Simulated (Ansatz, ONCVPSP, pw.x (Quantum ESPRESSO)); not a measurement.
pw.x on diamond C: one setting changed

Potential: optimised norm-conserving Vanderbilt (ONCV), ONCVPSP 4.0.1.1 (patched build), PBEsol; core [He], reference 2s1 2p3; waves: 2s: rc 1.25 bohr, ncon 3, nbas 7, qcut 6.2 1/bohr, 2 projectors, debl 3.3 Ha; 2p: rc 1.50 bohr, ncon 4, nbas 7, qcut 5.7 1/bohr, 3 projectors, debl 2.8 Ha; local part: polynomial inside 1.00 bohr (lpopt 5, dvloc0 4 Ha); core correction: Teter function fitted to the true core (icmod 2), fcfact 0.65.

The reference run (k-mesh 13³, cutoffs 140/560 Ry, Fermi–Dirac 0.01 Ry, mixing_beta 0.4, conv_thr 1e-9, no spin) gives 2.02 GPa at 5.598 Å³/atom, where all-electron LAPW gives 1.03 GPa. This run, with its own iteration cap, changes tot_charge to -2, a wrong or extreme entry chosen on purpose.

```
&control
  calculation='scf', prefix='x', pseudo_dir='./', outdir='./tmp', tstress=.true., disk_io='none'
/
&system
  ibrav=0, nat=2, ntyp=1, ecutwfc=140, ecutrho=560, nbnd=11,
  occupations='smearing', smearing='fd', degauss=0.01, tot_charge=-2
/
&electrons
  conv_thr=1e-09, mixing_beta=0.4, electron_maxstep=70
/
ATOMIC_SPECIES
C 1.0 C.UPF
CELL_PARAMETERS angstrom
  0.00000000 1.77559657 1.77559657
  1.77559657 0.00000000 1.77559657
  1.77559657 1.77559657 0.00000000
ATOMIC_POSITIONS crystal
C 0.0000 0.0000 0.0000
C 0.2500 0.2500 0.2500
K_POINTS automatic
13 13 13 0 0 0
```

```bash
pw.x < C.scf.in > C.scf.out
```

How does the run end?

It converges in 7 iterations; the free energy moves by +19.94 eV/atom and the pressure by +622.50 GPa. The cell is charged against a uniform background, so energy and pressure depend on the zero of the potential and are not those of the crystal.

```
Message from routine setup:
     using ibrav=0 with symmetry is DISCOURAGED, use correct ibrav instead
     lattice parameter (alat)  =       4.7452  a.u.
     unit-cell volume          =      75.5544 (a.u.)^3
     number of electrons       =        10.00
     number of Kohn-Sham states=           11
     kinetic-energy cutoff     =     140.0000  Ry
     charge density cutoff     =     560.0000  Ry
     scf convergence threshold =      1.0E-09
     Exchange-correlation= PBESOL
     number of k points=    84  Fermi-Dirac smearing, width (Ry)=  0.0100
     iteration #  1     ecut=   140.00 Ry     beta= 0.40
     total energy              =     -21.82623652 Ry
     estimated scf accuracy    <       0.02205174 Ry
     iteration #  2     ecut=   140.00 Ry     beta= 0.40
     total energy              =     -21.82492122 Ry
     estimated scf accuracy    <       0.00501651 Ry
     iteration #  3     ecut=   140.00 Ry     beta= 0.40
     total energy              =     -21.82524366 Ry
     estimated scf accuracy    <       0.00019351 Ry
     iteration #  4     ecut=   140.00 Ry     beta= 0.40
     total energy              =     -21.82525139 Ry
     estimated scf accuracy    <       0.00000020 Ry
     iteration #  5     ecut=   140.00 Ry     beta= 0.40
     total energy              =     -21.82525154 Ry
     estimated scf accuracy    <       0.00000009 Ry
     iteration #  6     ecut=   140.00 Ry     beta= 0.40
     total energy              =     -21.82525154 Ry
     estimated scf accuracy    <          2.2E-09 Ry
     iteration #  7     ecut=   140.00 Ry     beta= 0.40
     the Fermi energy is    20.9838 ev
!    total energy              =     -21.82525154 Ry
     estimated scf accuracy    <          2.3E-10 Ry
     smearing contrib. (-TS)   =      -0.00406738 Ry
     The total energy is F=E-TS. E is the sum of the following terms:
     one-electron contribution =      13.30629482 Ry
     hartree contribution      =       2.08474002 Ry
     xc contribution           =     -11.52556641 Ry
     ewald contribution        =     -25.68665259 Ry
     convergence has been achieved in   7 iterations
          total   stress  (Ry/bohr**3)                   (kbar)     P=     6245.19
     Message from routine punch:
     Nothing written, as per user request (disk_io='none')
```

The run took about 38 s on one core of a shared host (Neoverse-N1, 64 threads, 124 GiB, load 54).
